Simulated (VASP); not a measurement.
# GaN (F-43m) in VASP: settings compared, part 2 of 2

VASP 6.6.1. The steps go on from the part before.

## 5. Relaxation of cell and atoms, HSE06

This run uses another cell than the first one, of 11.35 Å³/atom, 0.991 times its volume.

Contents of POSCAR:

```
GaN                                     
1.0
    0.0000000000      2.2470866998      2.2470866998
    2.2470866998      0.0000000000      2.2470866998
    2.2470866998      2.2470866998     -0.0000000000
  Ga              N             
     1     1
Direct
     0.0000000000000000    0.0000000000000000    0.0000000000000000
     0.7500000000000000    0.7500000000000000    0.7500000000000000
```

Contents of INCAR.step1:

```
PREC = Accurate
ENCUT = 520
EDIFF = 1E-5
ISMEAR = 0
SIGMA = 0.03
LREAL = False
LASPH = True
NELM = 80
ALGO = Normal
LWAVE = True
LCHARG = False
KPAR = 4
GGA = PE
```

Contents of INCAR.step2:

```
PREC = Accurate
ENCUT = 520
EDIFF = 1E-6
ISMEAR = 0
SIGMA = 0.03
LREAL = False
LASPH = True
NELM = 80
ALGO = Normal
ISIF = 3
LWAVE = False
LCHARG = False
GGA = PE
LHFCALC = True
HFSCREEN = 0.2
PRECFOCK = Fast
IBRION = 2
NSW = 25
EDIFFG = -0.01
KPAR = 4
ISTART = 1
```

Contents of KPOINTS:

```
regular mesh
0
Gamma
  6 6 6
```

Potentials or basis: VASP PAW PBE potentials, release 64 (Ga_d, N).

Started as:

```sh
cat potpaw_PBE.64/Ga_d/POTCAR potpaw_PBE.64/N/POTCAR > POTCAR
cp INCAR.step1 INCAR
mpirun -np 4 vasp_std > vasp.out
cp INCAR.step2 INCAR
mpirun -np 4 vasp_std > vasp.out
```

OUTCAR:

```text
PREC = Accurate
   ENCUT = 520
   EDIFF = 1E-6
   ISMEAR = 0
   LREAL = False
   LASPH = True
   NELM = 80
   ISIF = 3
   GGA = PE
   LHFCALC = True
   HFSCREEN = 0.2
   PRECFOCK = Fast
   IBRION = 2
   NSW = 25
   EDIFFG = -0.01
   ISTART = 1

 ion  position               nearest neighbor table
   1  0.000  0.000  0.000-   2 1.95   2 1.95   2 1.95   2 1.95
   2  0.750  0.750  0.750-   1 1.95   1 1.95   1 1.95   1 1.95

  LATTYP: Found a face centered cubic cell.
 ALAT       =     4.4941733996

  Lattice vectors:

 A1 = (   0.0000000000,   2.2470866998,   2.2470866998)
 A2 = (   2.2470866998,   0.0000000000,   2.2470866998)
 A3 = (   2.2470866998,   2.2470866998,   0.0000000000)

Analysis of symmetry for initial positions (statically):
=====================================================================
 Subroutine PRICEL returns:
 Original cell was already a primitive cell.

 Routine SETGRP: Setting up the symmetry group for a
 face centered cubic supercell.

 Subroutine GETGRP returns: Found 24 space group operations
 (whereof 24 operations were pure point group operations)
 out of a pool of 48 trial point group operations.

The static configuration has the point symmetry T_d .

Analysis of symmetry for dynamics (positions and initial velocities):
=====================================================================
 Subroutine PRICEL returns:
 Original cell was already a primitive cell.

 Routine SETGRP: Setting up the symmetry group for a
 face centered cubic supercell.

 Subroutine GETGRP returns: Found 24 space group operations
 (whereof 24 operations were pure point group operations)
 out of a pool of 48 trial point group operations.

The dynamic configuration has the point symmetry T_d .

 Subroutine INISYM returns: Found 24 space group operations
 (whereof 24 operations are pure point group operations),
 and found     1 'primitive' translations

----------------------------------------------------------------------------------------

                                     Primitive cell

  volume of cell :      22.6929

  direct lattice vectors                    reciprocal lattice vectors
     0.000000000  2.247086700  2.247086700    -0.222510329  0.222510329  0.222510329
     2.247086700  0.000000000  2.247086700     0.222510329 -0.222510329  0.222510329
     2.247086700  2.247086700  0.000000000     0.222510329  0.222510329 -0.222510329

  length of vectors
     3.177860487  3.177860487  3.177860487     0.385399194  0.385399194  0.385399194

  position of ions in fractional coordinates (direct lattice)
     0.000000000  0.000000000  0.000000000
     0.750000000  0.750000000  0.750000000

  ion indices of the primitive-cell ions
   primitive index   ion index
                 1           1
                 2           2

----------------------------------------------------------------------------------------

 KPOINTS: regular mesh

Automatic generation of k-mesh.
 Grid dimensions read from file:
 generate k-points for:    6    6    6

 Generating k-lattice:

  Cartesian coordinates                     Fractional coordinates (reciprocal lattice)
    -0.037085055  0.037085055  0.037085055     0.166666667  0.000000000  0.000000000
     0.037085055 -0.037085055  0.037085055     0.000000000  0.166666667  0.000000000
     0.037085055  0.037085055 -0.037085055     0.000000000  0.000000000  0.166666667

  Length of vectors
     0.064233199  0.064233199  0.064233199

  Shift w.r.t. Gamma in fractional coordinates (k-lattice)
     0.000000000  0.000000000  0.000000000

 Subroutine IBZKPT returns following result:
 ===========================================

 Found     16 irreducible k-points:

 Following reciprocal coordinates:
            Coordinates               Weight
  0.000000  0.000000  0.000000      1.000000
  0.166667  0.000000  0.000000      8.000000
  0.333333  0.000000  0.000000      8.000000
  0.500000  0.000000  0.000000      4.000000
  0.166667  0.166667  0.000000      6.000000
  0.333333  0.166667  0.000000     24.000000
[... 8 lines left out ...]
 -0.333333  0.333333  0.166667     24.000000
 -0.333333  0.500000  0.166667     12.000000
   k-points           NKPTS =     16   k-points in BZ     NKDIM =    216   number of bands    NBANDS=     13
   number of dos      NEDOS =    301   number of ions     NIONS =      2
   total plane-waves  NPLWV =  13824
   dimension x,y,z NGX =    24 NGY =   24 NGZ =   24
   dimension x,y,z NGXF=    48 NGYF=   48 NGZF=   48
   ions per type =               1   1
   NGX,Y,Z   is equivalent  to a cutoff of  12.56, 12.56, 12.56 a.u.
   NGXF,Y,Z  is equivalent  to a cutoff of  25.11, 25.11, 25.11 a.u.
 SYSTEM =  unknown system
   PREC   = accura    normal or accurate (medium, high low for compatibility)
   ISTART =      1    job   : 0-new  1-cont  2-samecut
   ICHARG =      0    charge: 1-file 2-atom 10-const
   ISPIN  =      1    spin polarized calculation?
   LNONCOLLINEAR =      F non collinear calculations
   LSORBIT =      F    spin-orbit coupling
   LASPH  =      T    aspherical Exc in radial PAW
   ENCUT  =  520.0 eV  38.22 Ry    6.18 a.u.   5.91  5.91  5.91*2*pi/ulx,y,z
   NELM   =     80;   NELMIN=  2; NELMDL=  0     # of ELM steps
   EDIFF  = 0.1E-05   stopping-criterion for ELM
   LREAL  =      F    real-space projection
   EDIFFG = -.1E-01   stopping-criterion for IOM
   NSW    =     25    number of steps for IOM
   IBRION =      2    ionic relax: 0-MD 1-quasi-New 2-CG
   NFREE  =      1    steps in history (QN), initial steepest desc. (CG)
   ISIF   =      3    stress and relaxation
   ISYM   =      3    0-nonsym 1-usesym 2-fastsym
   POTIM  = 0.5000    time-step for ionic-motion
   TEBEG  =    0.0;   TEEND  =   0.0 temperature during run
   PSTRESS=    0.0 pullay stress
   NELECT =      18.0000    total number of electrons
   NUPDOWN=      -1.0000    fix difference up-down
   EMIN   =  10.00;   EMAX   =-10.00  energy-range for DOS
   EFERMI =   0.00;   METHOD = LEGACY
   ISMEAR =     0;   SIGMA  =   0.03  broadening in eV -4-tet -1-fermi 0-gaus
   EFERMI_NEDOS =   21; number of points for ismear=-14 and -15
   IALGO  =     38    algorithm
   IMIX   =      1    mixing-type and parameters
     AMIX     =   0.40;   BMIX     =  1.00
     AMIX_MAG =   1.60;   BMIX_MAG =  1.00
  volume/ion in A,a.u.               =      11.35        76.57
  Fermi-wavevector in a.u.,A,eV,Ry     =   1.515430  2.863747 31.246155  2.296528
  Thomas-Fermi vector in A             =   2.624955
   LORBIT       =      0    0 simple, 1 ext, 2 COOP (PROOUT), +10 PAW based schemes
   GGA     = PE    functional components
   LHFCALC =     T    Hartree Fock is set to
   PRECFOCK=fast      Normal, Fast or Accurate (Low or Medium for compatibility)
   ENCUT4O =  -1.0   cutoff for four orbital integrals eV
   NKREDX  =     1    reduce k-point grid by
   NKREDY  =     1    reduce k-point grid by
   NKREDZ  =     1    reduce k-point grid by
   AEXX    =    0.2500 exact exchange contribution
   HFSCREEN=    0.2000 screening length (either q_TF or 0.3 A-1)
   HFSCREENC=   0.2000 screening length for correlation (either q_TF or 0.3 A-1)
   ENCUTFOCK=  -1.0 apply spherical cutoff to Coloumb kernel
   IVDW    =     0    specifies the selected vdW correction
   LEPSILON=     F    determine dielectric tensor
   LRPA    =     F    only Hartree local field effects (RPA)
 conjugate gradient relaxation of ions
 non-spin polarized calculation
 Gauss-broadening in eV      SIGMA  =   0.03
  energy-cutoff  :      520.00
  volume of cell :       22.69
 maximum number of plane-waves:       624
  NGX = 14; NGY = 14; NGZ = 14

--------------------------------------- Ionic step        1  -------------------------------------------

 number of electron      18.0000010 magnetization

 Free energy of the ion-electron system (eV)
  ---------------------------------------------------
  ext. energy  EPLUGINS =         0.00000000
  ---------------------------------------------------
  free energy    TOTEN  =       -14.77137875 eV

  energy without entropy =      -14.77137875  energy(sigma->0) =      -14.77137875

------------------------ aborting loop because EDIFF is reached ----------------------------------------

  FORCE on cell =-STRESS in cart. coord.  units (eV):
  Direction    XX          YY          ZZ          XY          YZ          ZX
  --------------------------------------------------------------------------------------
  -------------------------------------------------------------------------------------
  Total        0.0533585      0.0533585      0.0533585      0.0000000     -0.0000000      0.0000000
  in kB        3.7672544      3.7672544      3.7672544      0.0000000     -0.0000000      0.0000000
  external PRESSURE =       3.7672544 kB  Pullay stress =       0.0000000 kB
[... 57 lines left out ...]
  energy  without entropy=      -14.7713431402  energy(sigma->0) =      -14.77134314

--------------------------------------- Ionic step        3  -------------------------------------------

 number of electron      18.0000009 magnetization

 Free energy of the ion-electron system (eV)
  ---------------------------------------------------
  ext. energy  EPLUGINS =         0.00000000
  ---------------------------------------------------
  free energy    TOTEN  =       -14.77141417 eV

  energy without entropy =      -14.77141417  energy(sigma->0) =      -14.77141417

 E-fermi :   4.7129     XC(G=0):  -9.5774

 val. band max:        4.5195239474   @ k =   0.0000   0.0000   0.0000
 cond. band min:       7.5673303914   @ k =   0.0000   0.0000   0.0000
 fundamental gap:      3.0478064440
 Fermi energy:         4.7129247987

 k-point     1 :       0.0000    0.0000    0.0000
  band No.  band energies     occupation
      1     -12.9840      2.00000
      2     -11.0578      2.00000
      3     -11.0578      2.00000
      4     -11.0578      2.00000
      5     -10.7351      2.00000
      6     -10.7351      2.00000
      7       4.5195      2.00000
      8       4.5195      2.00000
      9       4.5195      2.00000
     10       7.5673      0.00000
     11      16.5053      0.00000
     12      16.5053      0.00000
     13      16.5053      0.00000
[... 267 lines left out ...]
  FREE ENERGIE OF THE ION-ELECTRON SYSTEM (eV)
  ---------------------------------------------------
  free  energy   TOTEN  =       -14.7714141715 eV

  energy  without entropy=      -14.7714141715  energy(sigma->0) =      -14.77141417

 reached required accuracy - stopping structural energy minimisation
```

Wall time 7.6 min (4 MPI ranks of AMD EPYC 7R13 (Zen 3), shared host); peak memory 0.21 GiB.

What came out:

```yaml
Free_energy: -14.7714 eV
Relaxed_volume: 11.37 Å³/atom
Relaxed_cell: a = 3.180 Å, b = 3.180 Å, c = 3.180 Å, α = 60.00°, β = 60.00°, γ = 60.00°
Space_group_after_relaxing_to_0.05_Å: F-43m (No. 216)
Energy_gained_by_relaxing: 0.0 meV/atom
Ionic_steps: 3
Pressure_after_relaxing: 0.1 GPa
Band_gap_on_the_k_mesh: 3.05 eV, direct
```

Final structure:
```cif
data_structure
_symmetry_space_group_name_H-M 'P 1'
_symmetry_Int_Tables_number 1
_cell_length_a 3.1797
_cell_length_b 3.1797
_cell_length_c 3.1797
_cell_angle_alpha 60.000
_cell_angle_beta 60.000
_cell_angle_gamma 60.000
_cell_volume 22.73
loop_
_atom_site_label
_atom_site_type_symbol
_atom_site_fract_x
_atom_site_fract_y
_atom_site_fract_z
_atom_site_occupancy
Ga1 Ga 0.00000 0.00000 0.00000 1
N1 N 0.75000 0.75000 0.75000 1
```

Caveat: the PAW data sets were made with another functional, which shifts forces and pressure a little.
